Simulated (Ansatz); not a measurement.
**CoPtO2: experiment and calculation**

**Experimental background.**

“Nearly-free electrons in a 5d delafossite oxide metal”, 2015, arxiv:1510.02439 reports, for a powder of CoPtO2: lattice constant a 2.82259 ± 0.00005 Å; lattice constant c 17.8084 ± 0.0003 Å.

The results are compared with them further down.

Level of theory: Ansatz 0.2.0, DFT PBEsol, scalar-relativistic, plane waves, PAW.

Settings: cutoff 420 eV, Γ-centred mesh 18×18×18 on the computed 4-atom cell, Gaussian smearing of 0.10 eV; no spin polarisation.

Relaxed structure, symmetry kept:

```cif
data_structure
_symmetry_space_group_name_H-M 'R-3m:H'
_symmetry_Int_Tables_number 166
_cell_length_a 2.8102
_cell_length_b 2.8102
_cell_length_c 17.6966
_cell_angle_alpha 90.000
_cell_angle_beta 90.000
_cell_angle_gamma 120.000
_cell_volume 121.03
loop_
_atom_site_label
_atom_site_type_symbol
_atom_site_symmetry_multiplicity
_atom_site_Wyckoff_symbol
_atom_site_fract_x
_atom_site_fract_y
_atom_site_fract_z
_atom_site_occupancy
Co1 Co 3 b 0.66667 0.33333 0.83333 1
Pt1 Pt 3 a 0.00000 0.00000 0.00000 1
O1 O 6 c 0.00000 0.00000 0.88776 1
```

* Space group: R-3m (No. 166)
* Volume per atom: 10.09 Å³
* Formation energy from the elements' standard states (uncorrected): -0.909 eV/atom
* Kohn–Sham band gap: none (metal)
* Density of states at the Fermi level: 0.43 states/eV per cell
* Löwdin character within 0.5 eV of the Fermi level: Pt 5d 40 %, Co 3d 37 %, O 2p 11 %
* Bulk modulus: 260 GPa
* Its pressure derivative: 4.8
* Bader charges (e): Co (1 in the cell) 1.33, Pt (1 in the cell) 0.45, O (2 in the cell) -0.89

Spin-orbit coupling is left out, which matters for the bands of heavy elements.

A ferromagnetic start lost its moments in a first run, so spin was left out; other magnetic orders weren't tried.

Against the measured lattice constant a of CoPtO2, 2.82259 Å (powder; the paper above), the calculated 2.810 Å is off by -0.4 %. 2 values of this kind are on record (2.82 to 2.82259 Å); this one was drawn at random, those with a stated uncertainty first. A measured lattice constant c of CoPtO2 is 17.8084 Å (powder; the paper above); the calculated 17.697 Å misses it by -0.6 %. 3 values of this kind are on record (17.8 to 17.8084 Å); this one was drawn at random among those near their median, those with a stated uncertainty first. The calculation is for 0 K without zero-point motion.